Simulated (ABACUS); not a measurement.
# CuO (Tenorite) (Cc) in ABACUS: notebook

One crystal, CuO (Tenorite), is run at these levels: PBE; tasks: single point.

Program: ABACUS 3.10.1. These are calculated values, not measurements. Logs are shortened: lines on timing, memory, paths and dates and some standing lists are left out, and cuts for length are marked.

**1. The structure**

The structure is monoclinic, space group Cc (No. 9). Conventional cell: a = 4.689 Å, b = 3.427 Å, c = 5.132 Å, α = 90.00°, β = 99.65°, γ = 90.00°. Around Cu (site symmetry 1) lie 4 O at 1.91 to 2.02 Å. O (site symmetry 1) is surrounded by 4 Cu at 1.91 to 2.02 Å.

**2. Single point, PBE**

run_abacus.py

```python
"""ABACUS run from a structure file: ASE reads it, the script writes STRU, KPT and INPUT."""
import re
import subprocess
from ase.io import read
from ase.units import Bohr

atoms = read("CuO.cif")
atoms = atoms[(-atoms.numbers).argsort(kind="stable")]  # ABACUS lists atoms element by element
pseudo = {'Cu': 'Cu_ONCV_PBE-1.2.upf', 'O': 'O_ONCV_PBE-1.2.upf'}
orbital = {}
magmoms = None
kmesh = [7, 7, 4]
params = {
    'suffix': 'CuO',
    'calculation': 'scf',
    'basis_type': 'pw',
    'pseudo_dir': './',
    'symmetry': 1,
    'dft_functional': 'pbe',
    'ecutwfc': 92,
    'pseudo_rcut': 7,
    'nspin': 1,
    'nbands': 30,
    'ks_solver': 'dav',
    'smearing_method': 'fd',
    'smearing_sigma': 0.00367493,
    'scf_thr': 1e-08,
    'scf_nmax': 100,
    'mixing_type': 'broyden',
    'mixing_beta': 0.7,
    'cal_force': 1,
    'cal_stress': 1,
    'out_chg': 1,
    'out_pot': 2,
    'out_elf': 1,
}

symbols = atoms.get_chemical_symbols()
elements = list(dict.fromkeys(symbols))
lines = ["ATOMIC_SPECIES"] + [f"{e} {atoms.get_masses()[symbols.index(e)]:.4f} {pseudo[e]}" for e in elements]
if orbital:
    lines += ["", "NUMERICAL_ORBITAL"] + [orbital[e] for e in elements]
lines += ["", "LATTICE_CONSTANT", f"{1 / Bohr:.10f}", "", "LATTICE_VECTORS"]
lines += [" ".join(f"{x:.10f}" for x in v) for v in atoms.cell]
lines += ["", "ATOMIC_POSITIONS", "Direct"]
for e in elements:
    lines += ["", e, "0.0", str(symbols.count(e))]
    for i, p in enumerate(atoms.get_scaled_positions(wrap=False)):
        if symbols[i] == e:
            mag = "" if magmoms is None else " mag " + " ".join(str(x) for x in (magmoms[i] if isinstance(magmoms[i], list) else [magmoms[i]]))
            lines.append(" ".join(f"{x:.10f}" for x in p) + " 1 1 1" + mag)
open("STRU", "w").write("\n".join(lines) + "\n")
open("KPT", "w").write("K_POINTS\n0\nGamma\n%d %d %d 0 0 0\n" % tuple(kmesh))
open("INPUT", "w").write("INPUT_PARAMETERS\n" + "".join(f"{k:<20s}{v}\n" for k, v in params.items()))

done = subprocess.run(['mpirun', '-np', '4', 'abacus'])
if done.returncode:
    raise SystemExit(done.returncode)
log = open("OUT.CuO/running_scf.log").read()
print("final energy (eV):", re.findall(r"FINAL_ETOT_IS (\S+)", log))
```

CuO.cif

```cif
data_CuO
_cell_length_a 2.90398402
_cell_length_b 2.90398402
_cell_length_c 5.13210000
_cell_angle_alpha 97.78081912
_cell_angle_beta 97.78081912
_cell_angle_gamma 72.31643215
_space_group_name_H-M_alt 'P1'
_space_group_name_Hall 'P 1'
_space_group_IT_number 1
loop_
_space_group_symop_operation_xyz
'x,y,z'
loop_
_atom_site_label
_atom_site_type_symbol
_atom_site_symmetry_multiplicity
_atom_site_Wyckoff_symbol
_atom_site_fract_x
_atom_site_fract_y
_atom_site_fract_z
_atom_site_occupancy
Cu1 Cu 1 a 0.4968000000 0.0032000000 0.5000000000 1
Cu2 Cu 1 a 0.0032000000 0.4968000000 0.0000000000 1
O1 O 1 a 0.4056000000 0.5714000000 0.7537000000 1
O2 O 1 a 0.5714000000 0.4056000000 0.2537000000 1
```

Potentials or basis: SG15 ONCV 1.2 PBE, plane waves.

The run is started by

```sh
OMP_NUM_THREADS=1 python run_abacus.py > log
```

running log:

```text
ABACUS v3.10.1

               Atomic-orbital Based Ab-initio Computation at UStc

 ------------------------------------------------------------------------------------

 READING GENERAL INFORMATION
                           global_out_dir = OUT.CuO/
                           global_in_card = INPUT
                               pseudo_dir = ./
                              orbital_dir =
                                    DSIZE = 4
                                    GSIZE = 1

 READING UNITCELL INFORMATION
                                    ntype = 2
                  lattice constant (Bohr) = 1.88973
              lattice constant (Angstrom) = 1

 READING ATOM TYPE 1
                               atom label = Cu
                      L=0, number of zeta = 1
                      L=1, number of zeta = 1
                      L=2, number of zeta = 1
             number of atom for this type = 2

 READING ATOM TYPE 2
                               atom label = O
                      L=0, number of zeta = 1
                      L=1, number of zeta = 1
                      L=2, number of zeta = 1
             number of atom for this type = 2

                        TOTAL ATOM NUMBER = 4
DIRECT COORDINATES
    atom                   x                   y                   z     mag                  vx                  vy                  vz
taud_Cu1            0.4968000000        0.0032000000        0.5000000000  0.0000        0.0000000000        0.0000000000        0.0000000000
taud_Cu2            0.0032000000        0.4968000000        0.0000000000  0.0000        0.0000000000        0.0000000000        0.0000000000
taud_O1            0.4056000000        0.5714000000        0.7537000000  0.0000        0.0000000000        0.0000000000        0.0000000000
taud_O2            0.5714000000        0.4056000000        0.2537000000  0.0000        0.0000000000        0.0000000000        0.0000000000

                          Volume (Bohr^3) = 274.325
                             Volume (A^3) = 40.6507

 Lattice vectors: (Cartesian coordinate: in unit of a_0)
             +2.90398                  +0                  +0
            +0.882114            +2.76677                  +0
            -0.694804           -0.507742            +5.05944
 Reciprocal vectors: (Cartesian coordinate: in unit of 2 pi/a_0)
            +0.344355           -0.109789          +0.0362717
                   -0           +0.361433          +0.0362717
                   +0                  -0            +0.19765
 The esolver type has been set to : ksdft_pw

                PAO radial cut off (Bohr) = 7

 Read in pseudopotential file is Cu_ONCV_PBE-1.2.upf
                     pseudopotential type = NC
          exchange-correlation functional = PBE
                 nonlocal core correction = 0
                        valence electrons = 19
                                     lmax = 2
                           number of zeta = 0
[... 7 lines left out ...]
                PAO radial cut off (Bohr) = 7

 Read in pseudopotential file is O_ONCV_PBE-1.2.upf
                     pseudopotential type = NC
          exchange-correlation functional = PBE
[... 176 lines left out ...]
 Cu non-local projectors:
 projector 1 L=0
 projector 2 L=0
 projector 3 L=1
 projector 4 L=1
 projector 5 L=2
 projector 6 L=2
 O non-local projectors:
 projector 1 L=0
 projector 2 L=0
 projector 3 L=1
 projector 4 L=1
      TOTAL NUMBER OF NONLOCAL PROJECTORS = 52

 Init Non-Local PseudoPotential table :
 Init Non-Local-Pseudopotential done.

                                     npwx = 1055

 -------------------------------------------
 SELF-CONSISTENT
 -------------------------------------------
                                 init_chg = atomic

 PW ALGORITHM --------------- ION=   1  ELEC=   1--------------------------------
 Notice: Threshold on eigenvalues was too large.
 hsover_error=0.5 > DRHO=0.436591
 Origin diag ethr = 0.01
 New diag ethr = 0.000873182

 Density error is 0.434151179673
                          Error Threshold = 0.000873181798352
----------------------------------------------------------
     Energy           Rydberg                 eV
----------------------------------------------------------
 E_KohnSham     -793.9959340892      -10802.8688924455
 E_Harris       -792.8519254964      -10787.3038570222
 E_Fermi        0.8621686866         11.7304067749
----------------------------------------------------------
[... 75 lines left out ...]
 Density error is 1.43979319901e-09
                          Error Threshold = 5.48110243806e-11
----------------------------------------------------------
     Energy           Rydberg                 eV
----------------------------------------------------------
 E_KohnSham     -794.1762101189      -10805.3216736627
 E_KS(sigma->0) -794.1755493760      -10805.3126837943
 E_Harris       -794.1761991599      -10805.3215245577
 E_band         -61.2822515389       -833.7878071977
 E_one_elec     -475.5646685206      -6470.3892593618
 E_Hartree      261.6830318667       3560.3803033033
 E_xc           -83.6748650958       -1138.4549446848
 E_Ewald        -496.6183868834      -6756.8397931825
 E_entropy(-TS) -0.0013214858        -0.0179797368
 E_descf        0.0000000000         0.0000000000
 E_exx          0.0000000000         0.0000000000
 E_Fermi        0.9257444380         12.5953992492
----------------------------------------------------------

 charge density convergence is achieved
 final etot is -10805.321674 eV
 EFERMI = 12.595399249 eV
The vacuum level is 10.635434647 eV

 STATE ENERGY(eV) AND OCCUPATIONS    NSPIN == 1
 1/60 kpoint (Cartesian) = 0.0000 0.0000 0.0000 (1027 pws)
       1       -99.9329      0.0102041
       2       -99.9322      0.0102041
       3       -57.4961      0.0102041
       4       -57.4959      0.0102041
       5       -57.4558      0.0102041
       6       -57.4474      0.0102041
[... 182 lines left out ...]
      29        21.2495    2.76712e-77
      30        22.4347    1.40547e-87

[... levels at 54 further k points ...]

------------------------------------------------------------------------------------------
 TOTAL-FORCE (eV/Angstrom)
------------------------------------------------------------------------------------------
                       Cu1        -0.3014772479        -0.6622101135         0.2454970643
                       Cu2        -0.7224964608        -0.0860792057         0.2454970643
                        O1         0.6863854870         0.1354941669        -0.2454970643
                        O2         0.3375882216         0.6127951523        -0.2454970643
------------------------------------------------------------------------------------------

----------------------------------------------------------------
 TOTAL-STRESS (KBAR)
----------------------------------------------------------------
        59.4534504873        -4.3540818279       -13.3403290192
        -4.3540818279        62.2298284396        -9.7487129185
       -13.3403290192        -9.7487129184        51.7351791682
----------------------------------------------------------------
 TOTAL-PRESSURE: 57.806153 KBAR

 --------------------------------------------
 !FINAL_ETOT_IS -10805.3216736626745842 eV
 --------------------------------------------
```

STRU:

```text
ATOMIC_SPECIES
Cu 63.5460 Cu_ONCV_PBE-1.2.upf
O 15.9990 O_ONCV_PBE-1.2.upf

LATTICE_CONSTANT
1.8897261258

LATTICE_VECTORS
2.9039840200 0.0000000000 0.0000000000
0.8821136915 2.7667668177 0.0000000000
-0.6948036756 -0.5077417174 5.0594363926

ATOMIC_POSITIONS
Direct

Cu
0.0
2
0.4968000000 0.0032000000 0.5000000000 1 1 1
0.0032000000 0.4968000000 0.0000000000 1 1 1

O
0.0
2
0.4056000000 0.5714000000 0.7537000000 1 1 1
0.5714000000 0.4056000000 0.2537000000 1 1 1
```

It took 58 s on 4 MPI ranks of Intel Xeon Platinum 8259CL at 2.50GHz (Skylake/Cascade Lake), shared host; peak memory 0.4 GiB.

What came out:

```
Free energy            : -10805.3217 eV
Pressure               : 5.8 GPa
Largest force          : 0.768 eV/Å
Band gap on the k mesh : none (metal or under the smearing width)
```

Forces on the atoms (eV/Å):
```
Cu  -0.301 -0.662  0.245
Cu  -0.722 -0.086  0.245
O    0.686  0.135 -0.245
O    0.338  0.613 -0.245
```

Levels at points of the mesh, in eV from the Fermi level:
```
           k point  band 21  band 22  band 23  band 24  band 25  band 26  band 27  band 28  band 29  band 30
(0.00, 0.00, 0.00)    -2.25    -2.15    -2.07    -1.58     0.22     0.91     1.74     6.11     8.17    13.44
(0.00, 0.00, 0.50)    -2.16    -2.16    -1.41    -1.41     0.24     0.24     3.96     3.96    11.75    11.75
```

Caveat: the run has no spin polarisation, though such a crystal can be magnetic; semilocal functionals often make such compounds metallic where correlation or magnetic order opens a gap, which also shifts bond lengths. With open d or f shells a metallic result of PBE can be an artefact of self-interaction; +U or a hybrid may open a gap.

**3. Single point, PBE**

run_abacus.py: that of step 2 with these lines changed.

```diff
@@ -8,3 +8,3 @@
 atoms = atoms[(-atoms.numbers).argsort(kind="stable")]  # ABACUS lists atoms element by element
-pseudo = {'Cu': 'Cu_ONCV_PBE-1.2.upf', 'O': 'O_ONCV_PBE-1.2.upf'}
+pseudo = {'Cu': '29_Cu_19_1.7_1.9_pbe_n_v1.0.upf', 'O': '08_O_6_1.2_1.4_pbe_n_v1.0.upf'}
 orbital = {}
@@ -32,5 +32,3 @@
     'cal_stress': 1,
-    'out_chg': 1,
-    'out_pot': 2,
-    'out_elf': 1,
+    'kpar': 4,
 }
```

CuO.cif is that of step 2.

Potentials or basis: SPMS ONCV 1.0 PBE, plane waves.

The run is started by

```sh
OMP_NUM_THREADS=1 python run_abacus.py > log
```

Run time: 44 s. Hardware: 4 MPI ranks of Intel Xeon Platinum 8259CL at 2.50GHz (Skylake/Cascade Lake), shared host; peak memory 0.52 GiB.

It converged, with:

* Free energy: -10833.9936 eV
* Pressure: 6.1 GPa
* Largest force: 0.774 eV/Å
* Band gap on the k mesh: none (metal or under the smearing width)

Forces in eV/Å, atoms in the order of the input:
```
Cu  -0.304 -0.667  0.249
Cu  -0.727 -0.087  0.249
O    0.709  0.112 -0.249
O    0.322  0.642 -0.249
```

Stress tensor (GPa, compression positive):
```
 6.21 -0.62 -1.39
-0.62  6.61 -1.02
-1.39 -1.02  5.43
```

Levels at points of the mesh, in eV from the Fermi level:
```tsv
k point	band 21	band 22	band 23	band 24	band 25	band 26	band 27	band 28
(0.00, 0.00, 0.00)	-2.23	-2.11	-2.03	-1.56	0.21	0.90	1.65	5.97
(0.00, 0.00, 0.50)	-2.14	-2.14	-1.42	-1.42	0.23	0.23	3.86	3.86
```

Caveat: the run has no spin polarisation, though such a crystal can be magnetic; semilocal functionals often make such compounds metallic where correlation or magnetic order opens a gap, which also shifts bond lengths. With open d or f shells a metallic result of PBE can be an artefact of self-interaction; +U or a hybrid may open a gap.
